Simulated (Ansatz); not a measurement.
**AlRu: strain energy, fitted**

AlRu, Pm-3m, a = 3.004 Å. The structure is a Materials Project entry; whether it is the stable form wasn't checked. Ansatz: PBE, PAW, 420 eV, Γ-centred 18×18×18 mesh on 2 atoms, Gaussian smearing 0.10 eV; no spin polarisation. Series: biaxial strain in the a-b plane, c and atoms relaxed; x is the strain in per cent. y is the free energy over the unstrained cell, V0 = 13.556 Å³/atom.

| x (%) | y (meV/atom) |
| --- | --- |
| -4.5 | ? |
| -3.0 | 26.35 |
| -1.5 | 6.37 |
| 0.0 | 0.00 |
| 1.5 | 6.24 |
| 3.0 | 23.88 |
| 4.5 | 52.14 |

Problem. Fit y = c2 x² + c3 x³ to the other rows, turn c2 into a modulus, and predict the missing energy.

Solution. Least squares on the rows shown. y = 2.7879 x² − 0.047056 x³. In eV per unit strain² c2 is 27.88; M is the biaxial modulus (E = M V0 ε²): 27.88 × 160.2 / (13.556) = 329 GPa. At x = -4.5 the fit asked for gives 60.74 meV/atom. The run gave 60.93 meV/atom, so the fit is 0.19 meV/atom too low, 0.31 % of the span of the series, against an rms of 0.07 meV/atom on the fitted rows. The row lies outside the fitted range. With a term in x⁴ added, a fit to the same known rows predicts 60.39 meV/atom, further off still.

Cost: 7 runs of about 4.8 core-minutes in all, on Arm Neoverse V2 (shared hosts).